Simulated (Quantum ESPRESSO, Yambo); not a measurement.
# A GW chain in Yambo: AgBr (Fm-3m), part 3 of 3

How does a plane-wave GW calculation on AgBr (Fm-3m) run from the first input to the gap?

Quantum ESPRESSO 7.5 and Yambo 5.3.0; PBE and many-body steps on it, plane waves. Known limits of the many-body steps: not at the basis limit; d shell near the gap, gap tends to lie low; no spin-orbit coupling; coarse k mesh.

So far. Step 3 (Bands along the symmetry lines): The gap is 0.672 eV, as in the run before at this level. Step 4 (Empty states on the mesh, 4×4×4 mesh, 136 bands): On this mesh the gap is 0.672 eV.

The database entry behind the starting cell differs from later determinations by our own check (about 0.6 % short of the room-temperature cell), so it need not match the best structure at ambient conditions.

### Step 6. Screening and self-energy, 4×4×4 mesh, 136 bands, screening to 142.9 eV

G0W0 replaces the xc potential by the self-energy, built once from these orbitals. Only a window of levels is corrected, while the sums run over the empty bands that the input names.

This step: G0W0 on PBE, plane waves, norm-conserving pseudopotentials.

The input, gw1.in:

```
HF_and_locXC
gw0
dyson
ppa
em1d
rim_cut
RandQpts= 1000000
RandGvec= 1 RL
EXXRLvcs= 74 Ry
VXCRLvcs= 296 Ry
Chimod= "HARTREE"
% BndsRnXp
 1 | 136 |
%
NGsBlkXp= 10.5 Ry
% LongDrXp
 1 | 1 | 1 |
%
% GbndRnge
 1 | 136 |
%
DysSolver= "n"
ExtendOut
PPAPntXp= 27.21138 eV
% QPkrange
 3 | 3 | 12 | 15 |
 1 | 1 | 12 | 15 |
%
```

Command:

```console
> OMP_NUM_THREADS=1 mpirun -n 4 yambo -F gw1.in -J gw1 -C gw1 > gw1.log
```

What it wrote:

```text
 Yambo, version 5.3.0

 [02] CORE Variables Setup
 =========================

  [... cell, symmetries and grids as in the set-up ...]

  [02.05] Energies & Occupations
  ==============================

  [X] === General ===
  [X] Electronic Temperature                        :  0.000000  0.000000 [eV K]
  [X] Bosonic    Temperature                        :  0.000000  0.000000 [eV K]
  [X] Finite Temperature mode                       : no
  [X] El. density                                   :  0.54983E+24 [cm-3]
  [X] Fermi Level                                   :  8.244730 [eV]

  [X] === Gaps and Widths ===
  [X] Conduction Band Min                           :  0.672137 [eV]
  [X] Valence Band Max                              :  0.000000 [eV]
  [X] Filled Bands                                  :  13
  [X] Empty Bands                                   :   14  136
  [X] Direct Gap                                    :  2.604052 [eV]
  [X] Direct Gap localized at k                     :  1
  [X] Indirect Gap                                  :  0.672137 [eV]
  [X] Indirect Gap between kpts                     :  3  1
  [X] Last valence band width                       :  2.284236 [eV]
  [X] 1st conduction band width                     :  4.310377 [eV]

 [03] Transferred momenta grid and indexing
 ==========================================

 IBZ Q-points                                      :   8
 BZ  Q-points                                      :   64

 K/Q-points units:
 rlu = crystal or reduced units; cc = cartesian coordinates; iku = interal k-units

 Q [1]          [rlu]:  0.000000  0.000000  0.000000
 Q [2]          [rlu]:  0.11377E-17  0.11377E-17  0.25000
 Q [3]          [rlu]: -0.22755E-17 -0.22755E-17 -0.50000
 Q [4]          [rlu]: -0.11010E-17  0.25000      0.25000
 Q [5]          [rlu]:  0.15016E-16  0.25000      0.50000
 Q [6]          [rlu]: -0.22755E-17  0.25000     -0.25000
 Q [7]          [rlu]:  0.22019E-17 -0.50000     -0.50000
 Q [8]          [rlu]:  0.250000 -0.500000 -0.250000

 [04] Coloumb potential Random Integration (RIM)
 ===============================================

  [04.01] RIM initialization
  ==========================

  * Diagonal components only detected *

  8 x (sBL volume)        :  0.097165 [a.u.]
  sBZ random points       :  1000000
  Points outside the sBZ  :   7968281
  RL volume               :  0.777319 [a.u.]
  Integrated volume       :  0.780413 [a.u.]

  [04.02] RIM integrals
  =====================

  Gamma point sphere radius             :  0.083391 [a.u.]
  Points outside the sphere             :   800476
  [Int_sBZ(q=0) 1/q^2]*(Vol_sBZ)^(-1/3) =:  7.776341
                                 should be <:  7.795600

  Summary of Coulomb integrals for non-metallic bands |Q|[au] RIM/Bare

  Q [1] 0.100000E-4 0.997530 * Q [2] 0.250811 1.068455
  Q [4] 0.289612 1.066792 * Q [6] 0.409573 1.029758
  Q [5] 0.480267 1.022667 * Q [3] 0.501623 1.020719
  Q [7] 0.579224 1.017590 * Q [8] 0.647592 1.014588

 [05] Dipoles
 ============

  [05.01] Setup: observables and procedures
  =========================================

 [06] Dynamic Dielectric Matrix (PPA)
 ====================================

 [WR./gw1//ndb.pp]---------------------------------------------------------------
  Brillouin Zone Q/K grids (IBZ/BZ)                :    8   64    8   64
  RL vectors                                       :   4279 [WF]
  Coulomb cutoff potential                         : none
  Electronic Temperature                           :  0.000000 [K]
  Bosonic    Temperature                           :  0.000000 [K]
  PPA    diel. fun.  energies                      : Perdew, Burke & Ernzerhof(X)+Perdew, Burke & Ernzerhof(C)
  wavefunctions                                    : Perdew, Burke & Ernzerhof(X)+Perdew, Burke & Ernzerhof(C)
  Global Gauge                                     : length
  X matrix size                                    :  181
  X band range                                     :    1  136
  X e/h energy range                               : -1.000000 -1.000000 [eV]
  X Time ordering                                  : R
  X Hxc Kernel                                     : HARTREE
  X Drude frequency                                :  0.000000  0.000000
  X poles                                          :  100.0000 [o/o]
  RL vectors in the sum                            :   4279
  [r,Vnl] included                                 : yes
  Field direction                                  :  0.577350E-5  0.577350E-5  0.577350E-5
  BZ energy Double Grid                            : no
  BZ energy DbGd points                            : 0
  BZ Q point size factor                           : -1.000000
  X Optical Averaged directions                    : none

 [07] Local Exchange-Correlation + Non-Local Fock
 ================================================

 [VXC] Plane waves :  27317
 [EXS] Plane waves :   3527

 QP @ state[ 1 ] K range:  1  1
 QP @ state[ 1 ] b range:  12  15
 QP @ state[ 2 ] K range:  3  3
 QP @ state[ 2 ] b range:  12  15

 [xc] Functional : Perdew, Burke & Ernzerhof(X)+Perdew, Burke & Ernzerhof(C)
 [xc] LIBXC used to calculate xc functional
  PP Number of Atomic Species                      :  2
  NLCC RL compoments                               :  27317
  PP Number of Atomic Species                      :  2
  NLCC RL compoments                               :  27317

 [xc] E_xc :  -16.63987 [Ha]
      E_xc :  -33.27974 [Ry]

  Local XC kind (lXC) : Perdew, Burke & Ernzerhof(X)+Perdew, Burke & Ernzerhof(C)
  Non-Local XC kind (nlXC) : Hartree-Fock

  Corrections @ K [1] :  [eV]
 <12|nlXC|12> = -16.64841  0.83774E-17 <12|lXC|12> = -13.22152 -0.47204E-16
 <13|nlXC|13> = -16.64827  0.10130E-16 <13|lXC|13> = -13.22152  0.18882E-15
 <14|nlXC|14> = -6.572430 -0.24536E-17 <14|lXC|14> = -10.60462 -0.10027E-19
 <15|nlXC|15> = -6.577278  0.16310E-17 <15|lXC|15> = -11.43058 -0.47201E-16

  Corrections @ K [3] :  [eV]
 <12|nlXC|12> = -24.02059  0.98457E-17 <12|lXC|12> = -19.82564 -0.19472E-15
 <13|nlXC|13> = -24.02060  0.20577E-16 <13|lXC|13> = -19.82564  0.47201E-16
 <14|nlXC|14> = -4.814695 -0.29350E-17 <14|lXC|14> = -8.807985 -0.47199E-16
 <15|nlXC|15> = -7.304298 -0.13560E-17 <15|lXC|15> = -13.32792  0.14158E-15

 [08] Dyson equation: Newton solver
 ==================================

  [08.01] G0W0 (W PPA)
  ====================

  [  GW  ] Bands range     :    1  136
  [GW/PPA] G damping       :  0.100000 [eV]

  QP @ state[ 1 ] K range:  1  1
  QP @ state[ 1 ] b range:  12  15
  QP @ state[ 2 ] K range:  3  3
  QP @ state[ 2 ] b range:  12  15

   Sc/G bands                                       :    1  136
   Sc/G damping                                     :  0.100000 ev
   Sc bands terminator                              : no
   Sx RL components                                 :   3527

   QP @ state[ 1 ] K range                          :  1  1
   QP @ state[ 1 ] b range                          :  12  15
   QP @ state[ 2 ] K range                          :  3  3
   QP @ state[ 2 ] b range                          :  12  15
   GF energies kind                                 : Perdew, Burke & Ernzerhof(X)+Perdew, Burke & Ernzerhof(C)
   GF WF`s kind                                     : Perdew, Burke & Ernzerhof(X)+Perdew, Burke & Ernzerhof(C)
   Xs energies kind                                 : Perdew, Burke & Ernzerhof(X)+Perdew, Burke & Ernzerhof(C)
   Xs WF`s kind                                     : Perdew, Burke & Ernzerhof(X)+Perdew, Burke & Ernzerhof(C)

 [11] Game Over & Game summary
```

The job ended after 80 s (4 MPI ranks of Arm Neoverse V1, shared host; peak memory 1.6 GiB).

This step gave:

| Property | Result |
| --- | --- |
| G0W0 gap on the points computed | 1.629 eV |
| starting gap on the mesh | 0.6721 eV |
| k of the valence top | 0, 0, -0.5 |
| k of the conduction bottom | 0, 0, 0 |
| least direct G0W0 gap on the computed points | 3.756 eV |
| Z at the valence top | 0.8001 |
| Z at the conduction bottom | 0.8273 |

The gap on the mesh goes from 0.67 eV to 1.63 eV, a correction of +0.96 eV.

Limits: finite bands, cutoff and mesh; d shell near the gap, gap tends to lie low; no spin-orbit coupling; coarse k mesh. v1 is the top filled band, c1 the lowest empty one. Levels before and after the correction, in eV, zero at the valence-band top of each column:

|  | conduction bottom | valence top |
| --- | --- | --- |
| Kohn-Sham | 0.67 | 0.00 |
| G0W0 | 1.63 | 0.00 |

|  | level | energy (eV) |
| --- | --- | --- |
| Kohn-Sham | Γ v2-v1 | -1.932 |
| Kohn-Sham | Γ c1 | 0.672 |
| Kohn-Sham | Γ c2 | 9.927 |
| Kohn-Sham | (0 0 -0.5) v2-v1 | 0.000 |
| Kohn-Sham | (0 0 -0.5) c1 | 3.739 |
| Kohn-Sham | (0 0 -0.5) c2 | 6.595 |
| G0W0 | Γ v2-v1 | -2.128 |
| G0W0 | Γ c1 | 1.629 |
| G0W0 | Γ c2 | 11.053 |
| G0W0 | (0 0 -0.5) v2-v1 | 0.000 |
| G0W0 | (0 0 -0.5) c1 | 4.533 |
| G0W0 | (0 0 -0.5) c2 | 8.052 |

### Step 7. Where the time went

Times are wall times on the hardware named with each run, good to a factor of about two.

| step | time | share | memory (GiB) |
| --- | --- | --- | --- |
| ground state | 5.3 s | 5 % | 0.25 |
| bands along the symmetry lines | 4.8 s | 5 % | 0.22 |
| empty states on the mesh | 9 s | 9 % | 0.36 |
| conversion and set-up | 2.5 s | 2 % | 0.24 |
| screening and self-energy | 80 s | 79 % | 1.6 |

### Step 8. Summary of results

```json
{
 "PBE gap": "0.67 eV, indirect",
 "G0W0 gap on the mesh": "1.63 eV",
 "GW settings": "4×4×4 mesh, 136 bands, screening to 142.9 eV, Godby-Needs plasmon pole",
 "known limits": "not at the basis limit; d shell near the gap, gap tends to lie low; no spin-orbit coupling; coarse k mesh"
}
```

In words: G0W0 moves the gap on the mesh from 0.67 eV to 1.63 eV (+0.96 eV), with Z of 0.80 and 0.83 at the edges. Only 2 of the mesh's irreducible points were corrected, so a valley elsewhere could overtake. The dearest step here is «screening and self-energy». Bands and cutoff are finite, so the gap is not at the basis limit. The miss can reach some tenths of an eV and take either sign; the mesh is an error of its own. In the G0W0 run levels were corrected at 2 k points alone, so a gap called «on the mesh» is the least over those, and an edge elsewhere would be missed. The 4×4×4 mesh is coarse for this cell, which bears on the long-range parts of exchange and screening. A d shell, filled or nearly so, lies near the gap. One-shot GW converges very slowly in bands there, not always from below, and on a semilocal start the gap tends to come out low; starts rich in exact exchange can overshoot instead. The many-body steps are scalar-relativistic: spin-orbit coupling is not in them.

[Paths, hosts, dates, memory and timing lines, banners, echoed tables and standing remarks are left out of the program output.]

[Logs are printed without paths, hosts, clocks, repeated set-up lines and the standing remarks that a program may print on its own settings, such as how far it seeks lower states.]

[Runs of the session that timed out or met a known fault of the program may be left out.]

[Hosts, paths, dates, database ids (printed as entryN), source tags and the programs' standing remarks are cut or masked in the printed files.]
